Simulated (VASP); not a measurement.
# As (R-3m) in VASP: single point with HSE06

Aim: the single point of As with HSE06.

All numbers are computed with VASP 6.6.1; they aren't measurements. Logs are shortened: lines on timing, memory, paths and dates and some standing lists are left out, and cuts for length are marked.

**1. The structure**

It takes space group R-3m (No. 166, trigonal). The conventional cell has a = 3.789 Å, b = 3.789 Å, c = 10.085 Å, α = 90.00°, β = 90.00°, γ = 120.00°. Around As (site symmetry 3m) lie 3 As at 2.54 Å.

**2. Single point, HSE06**

Contents of POSCAR:

```
As
1.0
    1.8943900000      1.0937300000      3.3616100000
   -1.8943900000      1.0937300000      3.3616100000
    0.0000000000     -2.1874500000      3.3616100000
As
2
Direct
    0.2305600000      0.2305600000      0.2305600000
    0.7694400000      0.7694400000      0.7694400000
```

Contents of INCAR.step1:

```
SYSTEM = As
PREC = Accurate ; ENCUT = 520
EDIFF = 1E-5 ; ISMEAR = 0
SIGMA = 0.1 ; LREAL = .False.
LASPH = .True. ; NELM = 80
ALGO = Normal ; ISIF = 2
LWAVE = .True. ; GGA = PE
```

Contents of INCAR.step2:

```
SYSTEM = As
PREC = Accurate ; ENCUT = 520
EDIFF = 1E-6 ; ISMEAR = 0
SIGMA = 0.1 ; LREAL = .False.
LASPH = .True. ; NELM = 80
ALGO = Normal ; ISIF = 2
LWAVE = .False. ; LCHARG = .True.
GGA = PE ; LHFCALC = .True.
HFSCREEN = 0.2 ; PRECFOCK = Fast
LELF = .True. ; LVHAR = .True.
ISTART = 1
```

Contents of KPOINTS:

```
regular mesh
0
Gamma
  6 6 6
  0 0 0
```

Potentials or basis: VASP PAW PBE potentials, release 64 (As).

Run with:

```console
cat potpaw_PBE.64/As/POTCAR > POTCAR
cp INCAR.step1 INCAR
mpirun -np 1 vasp_std > vasp.out
cp INCAR.step2 INCAR
mpirun -np 1 vasp_std > vasp.out
```

OUTCAR:

```text
SYSTEM = As
   PREC = Accurate
   ENCUT = 520
   EDIFF = 1E-6
   ISMEAR = 0
   LREAL = .False.
   LASPH = .True.
   NELM = 80
   ISIF = 2
   GGA = PE
   LHFCALC = .True.
   HFSCREEN = 0.2
   PRECFOCK = Fast
   ISTART = 1

 ion  position               nearest neighbor table
   1  0.231  0.231  0.231-   2 2.54   2 2.54   2 2.54
   2  0.769  0.769  0.769-   1 2.54   1 2.54   1 2.54

  LATTYP: Found a trigonal (rhomboedric) cell.
 ALAT       =     4.0106583720
 COS(alpha) =     0.5537915596

  Lattice vectors:

 A1 = (   1.8943900000,   1.0937300000,   3.3616100000)
 A2 = (  -1.8943900000,   1.0937300000,   3.3616100000)
 A3 = (   0.0000000000,  -2.1874500000,   3.3616100000)

Analysis of symmetry for initial positions (statically):
=====================================================================
 Subroutine PRICEL returns:
 Original cell was already a primitive cell.

 Routine SETGRP: Setting up the symmetry group for a
 trigonal (rhombohedral) supercell.

 Subroutine GETGRP returns: Found 12 space group operations
 (whereof 12 operations were pure point group operations)
 out of a pool of 12 trial point group operations.

The static configuration has the point symmetry D_3d.

Analysis of symmetry for dynamics (positions and initial velocities):
=====================================================================
 Subroutine PRICEL returns:
 Original cell was already a primitive cell.

 Routine SETGRP: Setting up the symmetry group for a
 trigonal (rhombohedral) supercell.

 Subroutine GETGRP returns: Found 12 space group operations
 (whereof 12 operations were pure point group operations)
 out of a pool of 12 trial point group operations.

The dynamic configuration has the point symmetry D_3d.

 Subroutine INISYM returns: Found 12 space group operations
 (whereof 12 operations are pure point group operations),
 and found     1 'primitive' translations

----------------------------------------------------------------------------------------

                                     Primitive cell

  volume of cell :      41.7904

  direct lattice vectors                    reciprocal lattice vectors
     1.894390000  1.093730000  3.361610000     0.263937204  0.152384203  0.099158684
    -1.894390000  1.093730000  3.361610000    -0.263937204  0.152384203  0.099158684
     0.000000000 -2.187450000  3.361610000     0.000000000 -0.304768406  0.099159138

  length of vectors
     4.010658372  4.010658372  4.010655719     0.320493741  0.320493741  0.320493863

  position of ions in fractional coordinates (direct lattice)
     0.230560000  0.230560000  0.230560000
     0.769440000  0.769440000  0.769440000

  ion indices of the primitive-cell ions
   primitive index   ion index
                 1           1
                 2           2

----------------------------------------------------------------------------------------

 KPOINTS: regular mesh

Automatic generation of k-mesh.
 Grid dimensions read from file:
 generate k-points for:    6    6    6

 Generating k-lattice:

  Cartesian coordinates                     Fractional coordinates (reciprocal lattice)
     0.043989534  0.025397367  0.016526447     0.166666667  0.000000000  0.000000000
    -0.043989534  0.025397367  0.016526447     0.000000000  0.166666667  0.000000000
     0.000000000 -0.050794734  0.016526523     0.000000000  0.000000000  0.166666667

  Length of vectors
     0.053415623  0.053415623  0.053415644

  Shift w.r.t. Gamma in fractional coordinates (k-lattice)
     0.000000000  0.000000000  0.000000000

 Subroutine IBZKPT returns following result:
 ===========================================

 Found     32 irreducible k-points:

 Following reciprocal coordinates:
            Coordinates               Weight
  0.000000  0.000000  0.000000      1.000000
  0.166667 -0.000000 -0.000000      6.000000
  0.333333 -0.000000  0.000000      6.000000
  0.500000 -0.000000  0.000000      3.000000
  0.166667  0.166667 -0.000000      6.000000
  0.333333  0.166667 -0.000000     12.000000
[... 16 lines left out ...]
  0.500000  0.500000  0.166667      6.000000
 -0.333333  0.500000  0.166667     12.000000
 [... further k-points ...]
   k-points           NKPTS =     32   k-points in BZ     NKDIM =    216   number of bands    NBANDS=      9
   number of dos      NEDOS =    301   number of ions     NIONS =      2
   total plane-waves  NPLWV =  27000
   dimension x,y,z NGX =    30 NGY =   30 NGZ =   30
   dimension x,y,z NGXF=    60 NGYF=   60 NGZF=   60
   ions per type =               2
   NGX,Y,Z   is equivalent  to a cutoff of  12.44, 12.44, 12.44 a.u.
   NGXF,Y,Z  is equivalent  to a cutoff of  24.87, 24.87, 24.87 a.u.
 SYSTEM =  As
   PREC   = accura    normal or accurate (medium, high low for compatibility)
   ISTART =      1    job   : 0-new  1-cont  2-samecut
   ICHARG =      0    charge: 1-file 2-atom 10-const
   ISPIN  =      1    spin polarized calculation?
   LNONCOLLINEAR =      F non collinear calculations
   LSORBIT =      F    spin-orbit coupling
   LASPH  =      T    aspherical Exc in radial PAW
   ENCUT  =  520.0 eV  38.22 Ry    6.18 a.u.   7.46  7.46  7.46*2*pi/ulx,y,z
   NELM   =     80;   NELMIN=  2; NELMDL=  0     # of ELM steps
   EDIFF  = 0.1E-05   stopping-criterion for ELM
   LREAL  =      F    real-space projection
   EDIFFG = 0.1E-04   stopping-criterion for IOM
   NSW    =      0    number of steps for IOM
   IBRION =     -1    ionic relax: 0-MD 1-quasi-New 2-CG
   NFREE  =      0    steps in history (QN), initial steepest desc. (CG)
   ISIF   =      2    stress and relaxation
   ISYM   =      3    0-nonsym 1-usesym 2-fastsym
   POTIM  = 0.5000    time-step for ionic-motion
   TEBEG  =    0.0;   TEEND  =   0.0 temperature during run
   PSTRESS=    0.0 pullay stress
   NELECT =      10.0000    total number of electrons
   NUPDOWN=      -1.0000    fix difference up-down
   EMIN   =  10.00;   EMAX   =-10.00  energy-range for DOS
   EFERMI =   0.00;   METHOD = LEGACY
   ISMEAR =     0;   SIGMA  =   0.10  broadening in eV -4-tet -1-fermi 0-gaus
   EFERMI_NEDOS =   21; number of points for ismear=-14 and -15
   IALGO  =     38    algorithm
   IMIX   =      1    mixing-type and parameters
     AMIX     =   0.40;   BMIX     =  1.00
     AMIX_MAG =   1.60;   BMIX_MAG =  1.00
  volume/ion in A,a.u.               =      20.90       141.01
  Fermi-wavevector in a.u.,A,eV,Ry     =   1.016364  1.920649 14.054759  1.032996
  Thomas-Fermi vector in A             =   2.149703
   LORBIT       =      0    0 simple, 1 ext, 2 COOP (PROOUT), +10 PAW based schemes
   GGA     = PE    functional components
   LHFCALC =     T    Hartree Fock is set to
   PRECFOCK=fast      Normal, Fast or Accurate (Low or Medium for compatibility)
   ENCUT4O =  -1.0   cutoff for four orbital integrals eV
   NKREDX  =     1    reduce k-point grid by
   NKREDY  =     1    reduce k-point grid by
   NKREDZ  =     1    reduce k-point grid by
   AEXX    =    0.2500 exact exchange contribution
   HFSCREEN=    0.2000 screening length (either q_TF or 0.3 A-1)
   HFSCREENC=   0.2000 screening length for correlation (either q_TF or 0.3 A-1)
   ENCUTFOCK=  -1.0 apply spherical cutoff to Coloumb kernel
   IVDW    =     0    specifies the selected vdW correction
   LEPSILON=     F    determine dielectric tensor
   LRPA    =     F    only Hartree local field effects (RPA)
 non-spin polarized calculation
 Gauss-broadening in eV      SIGMA  =   0.10
  energy-cutoff  :      520.00
  volume of cell :       41.79
 maximum number of plane-waves:      1137
 NGX is ok and might be reduce to    30
  NGX = 16; NGY = 16; NGZ = 16

 number of electron       9.9999999 magnetization

 Free energy of the ion-electron system (eV)
  ---------------------------------------------------
  ext. energy  EPLUGINS =         0.00000000
  ---------------------------------------------------
  free energy    TOTEN  =       -11.22295591 eV

  energy without entropy =      -11.22138527  energy(sigma->0) =      -11.22217059

 E-fermi :   5.7661     XC(G=0):  -8.4121

 val. band max:        5.7660798860   @ k =   0.3333   0.1667   0.1667
 cond. band min:       6.1586432067   @ k =   0.5000  -0.0000   0.0000
 fundamental gap:      0.3925633207
 Fermi energy:         5.7661235707

 k-point     1 :       0.0000    0.0000    0.0000
  band No.  band energies     occupation
      1     -11.2700      2.00000
      2      -0.4653      2.00000
      3       2.8203      2.00000
      4       3.1598      2.00000
      5       3.1598      2.00000
      6       8.1775      0.00000
      7       9.2948      0.00000
      8       9.2948      0.00000
      9      12.6493      0.00000

 k-point     2 :       0.1667   -0.0000   -0.0000
  band No.  band energies     occupation
      1     -10.8562      2.00000
      2      -2.0797      2.00000
      3       2.7950      2.00000
      4       2.9880      2.00000
      5       3.6892      2.00000
      6       8.0525      0.00000
      7       8.5310      0.00000
      8       8.5826      0.00000
      9      11.7600      0.00000

 k-point     3 :       0.3333   -0.0000    0.0000
  band No.  band energies     occupation
      1      -9.6412      2.00000
      2      -4.8765      2.00000
      3       2.7248      2.00000
      4       2.7488      2.00000
      5       4.4664      2.00000
      6       6.6429      0.00000
      7       6.9564      0.00000
      8       7.2985      0.00000
      9      13.2908      0.00000
[... 229 lines left out ...]
 k-point    23 :       0.5000    0.5000    0.1667
  band No.  band energies     occupation
      1      -8.5361      2.00000
      2      -4.9621      2.00000
      3      -1.3634      2.00000
      4       1.1489      2.00000
      5       1.8192      2.00000
      6       8.4320      0.00000
      7      10.6429      0.00000
      8      12.2471      0.00000
      9      12.9175      0.00000

 k-point    24 :      -0.3333    0.5000    0.1667
  band No.  band energies     occupation
      1      -7.7014      2.00000
      2      -5.7847      2.00000
      3      -1.5266      2.00000
      4      -0.3410      2.00000
      5       3.1150      2.00000
      6       8.3190      0.00000
      7      10.0183      0.00000
      8      13.1239      0.00000
      9      13.2818      0.00000

 [... further k-points ...]

------------------------ aborting loop because EDIFF is reached ----------------------------------------

  FORCE on cell =-STRESS in cart. coord.  units (eV):
  Direction    XX          YY          ZZ          XY          YZ          ZX
  --------------------------------------------------------------------------------------
  -------------------------------------------------------------------------------------
  Total       -0.1665568     -0.1665568      0.2452070     -0.0000000      0.0000002      0.0000000
  in kB       -6.3855189     -6.3855199      9.4008400     -0.0000000      0.0000093      0.0000000
  external PRESSURE =      -1.1233996 kB  Pullay stress =       0.0000000 kB

 VOLUME and BASIS-vectors are now :
 -----------------------------------------------------------------------------
  energy-cutoff  :      520.00
  volume of cell :       41.79
      direct lattice vectors                 reciprocal lattice vectors
     1.894390000  1.093730000  3.361610000     0.263937204  0.152384203  0.099158684
    -1.894390000  1.093730000  3.361610000    -0.263937204  0.152384203  0.099158684
     0.000000000 -2.187450000  3.361610000     0.000000000 -0.304768406  0.099159138

 POSITION                                       TOTAL-FORCE (eV/Angst)
 -----------------------------------------------------------------------------------
      0.00000      0.00000      2.32516         0.000000     -0.000001     -0.510315
      0.00000      0.00001      7.75967         0.000000      0.000001      0.510315
 -----------------------------------------------------------------------------------
    total drift:                                0.000000      0.000000      0.000000

  FREE ENERGIE OF THE ION-ELECTRON SYSTEM (eV)
  ---------------------------------------------------
  free  energy   TOTEN  =       -11.2229559065 eV

  energy  without entropy=      -11.2213852682  energy(sigma->0) =      -11.22217059
```

Wall time 10 min (1 thread of Intel Xeon Platinum 8259CL at 2.50GHz (Skylake/Cascade Lake), shared host); peak memory 0.28 GiB.

What came out:

```yaml
Free_energy: -11.2230 eV
Pressure: -0.1 GPa
Largest_force: 0.510 eV/Å
Band_gap_on_the_k_mesh: none (metal or under the smearing width)
```

Forces in eV/Å, atoms in the order of the input:
```
As   0.000  0.000 -0.510
As   0.000  0.000  0.510
```

Stress tensor (GPa, compression positive):
```
-0.64  0.00  0.00
 0.00 -0.64  0.00
 0.00  0.00  0.94
```

Caveat: the PAW data sets were made with another functional, which shifts forces and pressure a little.
